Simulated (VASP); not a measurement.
A run of VASP 6.6.1:

File POSCAR:

```
FeS2
1.0
    5.4178000000      0.0000000000      0.0000000000
    0.0000000000      5.4178000000      0.0000000000
    0.0000000000      0.0000000000      5.4178000000
Fe S
4 8
Direct
    0.0000000000      0.0000000000      0.0000000000
    0.5000000000      0.0000000000      0.5000000000
    0.5000000000      0.5000000000      0.0000000000
    0.0000000000      0.5000000000      0.5000000000
    0.3848200000      0.3848200000      0.3848200000
    0.1151800000      0.6151800000      0.8848200000
    0.8848200000      0.1151800000      0.6151800000
    0.6151800000      0.8848200000      0.1151800000
    0.6151800000      0.6151800000      0.6151800000
    0.8848200000      0.3848200000      0.1151800000
    0.1151800000      0.8848200000      0.3848200000
    0.3848200000      0.1151800000      0.8848200000
```

Contents of INCAR.step1:

```
SYSTEM = FeS2
PREC = Accurate ; ENCUT = 420
EDIFF = 1E-5 ; ISMEAR = 0
SIGMA = 0.02 ; LREAL = .False.
LASPH = .True. ; NELM = 120
ALGO = Normal ; ISIF = 2
LWAVE = .True. ; LCHARG = .False.
GGA = PE
```

Contents of INCAR.step2:

```
SYSTEM = FeS2
PREC = Accurate ; ENCUT = 420
EDIFF = 1E-6 ; ISMEAR = 0
SIGMA = 0.02 ; LREAL = .False.
LASPH = .True. ; NELM = 120
ALGO = Normal ; ISIF = 2
LWAVE = .False. ; LCHARG = .False.
GGA = PE ; LHFCALC = .True.
HFSCREEN = 0.2 ; PRECFOCK = Normal
ISTART = 1
```

Contents of KPOINTS:

```
Automatic mesh
0
Gamma
  2 2 2
  0 0 0
```

Potentials or basis: VASP PAW PBE potentials, release 64 (Fe, S).

Launch:

```bash
$ cat potpaw_PBE.64/Fe/POTCAR potpaw_PBE.64/S/POTCAR > POTCAR
$ cp INCAR.step1 INCAR
$ mpirun -np 1 vasp_std > vasp.out
$ cp INCAR.step2 INCAR
$ mpirun -np 1 vasp_std > vasp.out
```

Hardware: 1 thread of AMD EPYC 7R13 Processor (Zen 3) (shared host).

Q: How long does it take, and how much memory?

A: It took 22 min on 1 thread of AMD EPYC 7R13 Processor (Zen 3), on a shared host, peak memory 0.33 GiB. Counts: scf iterations 14, k points 4.
